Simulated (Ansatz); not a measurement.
## In: levels with and without spin–orbit coupling

```
In
1.0
    -1.69471    1.69471    2.29737
     1.69471   -1.69471    2.29737
     1.69471    1.69471   -2.29737
In
1
Direct
  0.00000 0.00000 0.00000
```

The cell is the one relaxed in the Materials Project (mp-85), not relaxed further here; entries there can be hypothetical.

All numbers are computed: DFT, PBE, all-electron LAPW, scalar-relativistic (Ansatz 0.2.0); DFT, PBE, all-electron LAPW, Dirac equation with spin-orbit coupling (Ansatz 0.2.0).

The runs use a Γ-centred 17×17×17 k mesh, Fermi–Dirac smearing of 0.03 eV, basis error target 0.5 meV/atom, no spin polarisation.

Levels between -6 and 4 eV, each run counted from its own valence-band top where it has a gap, else its Fermi level. Scalar levels are listed once for both spins; with the coupling every spinor state is counted. Levels near the edges of the range can cross them.

**Question.** At M (0.500, 0.500, -0.500) the scalar-relativistic levels are -1.91, -1.64, 3.62 (×2). What are they with spin–orbit coupling?

**Answer.** -1.91 (×2), -1.62 (×2), 3.43 (×2), 3.81 (×2).
